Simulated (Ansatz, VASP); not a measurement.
ZnO in VASP and in Ansatz

The input INCAR:

```
SYSTEM = ZnO
ALGO = Normal
EDIFF = 1E-6
EDIFFG = -0.002
ENCUT = 600
GGA = CA
IBRION = 2
ISIF = 3
ISMEAR = 0
LASPH = .TRUE.
LCHARG = .FALSE.
LREAL = .FALSE.
LWAVE = .FALSE.
NELM = 100
NSW = 100
PREC = Accurate
SIGMA = 0.02
```

File KPOINTS:

```
k-points
0
G
  9 9 6
  0 0 0
```

Contents of POSCAR:

```
ZnO
1.0
    3.2500000000      0.0000000000      0.0000000000
   -1.6250000000      2.8145825623      0.0000000000
    0.0000000000      0.0000000000      5.2050000000
Zn O
2 2
Direct
    0.3333333333      0.6666666667      0.0000000000
    0.6666666667      0.3333333333      0.5000000000
    0.3333333333      0.6666666667      0.5000000000
    0.6666666667      0.3333333333      1.0000000000
```

Input for Ansatz:

```yaml
crystal:
  lattice:
    - [3.25, 0.0, 0.0]
    - [-1.625, 2.8145825623, 0.0]
    - [0.0, 0.0, 5.205]
  atoms:
    - { symbol: Zn, position: [0.3333333333, 0.6666666667, 0.0] }
    - { symbol: Zn, position: [0.6666666667, 0.3333333333, 0.5] }
    - { symbol: O, position: [0.3333333333, 0.6666666667, 0.5] }
    - { symbol: O, position: [0.6666666667, 0.3333333333, 1.0] }
basis:
  ecutwfc: 420
kpoints:
  mp_grid: { grid: [9, 9, 6] }
hamiltonian:
  xc: lda
  pseudopotentials: { kind: paw, azcp: { folder: soft_1 } }
scf:
  occupations: { method: gaussian, width: 0.02 }
output:
  forces: true
  stress: true
  eigenvalues: true
  write_density: true
  write_potential: true
  elf: true
  volumetric_format: npy
relax:
  adjacent_minimum: "off"
  f_tol: 0.002
  max_steps: 80
  cell: { stress_tol: 0.02 }
```

Measurements of this composition are mostly on another form, of space group No. 186.

Alike in both runs: task relaxation of cell and atoms; functional LDA; k mesh 9 × 9 × 6; occupations gaussian, width 0.02 eV; no spin polarisation.

|  | VASP | Ansatz |
| --- | --- | --- |
| version | VASP 6.6.1 | Ansatz 0.2.0 |
| potentials or method | VASP PAW LDA potentials, release 64 (Zn, O) | scalar-relativistic, plane waves, PAW |
| plane-wave cutoff (eV) | 600 | 420 |
| valence electrons in the cell | 36 | 36 |

Ansatz gave:

```
gap on the k mesh at the Fermi level, each at its own relaxed structure (eV) : 1.06
relaxed volume (Å³/atom)                                                     : 10.88
relaxed cell length with the largest relative difference (Å)                 : 3.370
energy change over the relaxation (meV/atom)                                 : -67
```

**Question.** Estimate VASP's values.

**Answer.** gap on the k mesh at the Fermi level, each at its own relaxed structure (eV): 1.05; relaxed volume (Å³/atom): 10.95; relaxed cell length with the largest relative difference (Å): 3.378; energy change over the relaxation (meV/atom): -70.

Ansatz warned: «pseudo_functional_mismatch».

Caveats: an odd mesh through Γ misses points on the zone boundary, where band edges often lie. A hybrid or GW would open this gap; LDA tends to underestimate it.
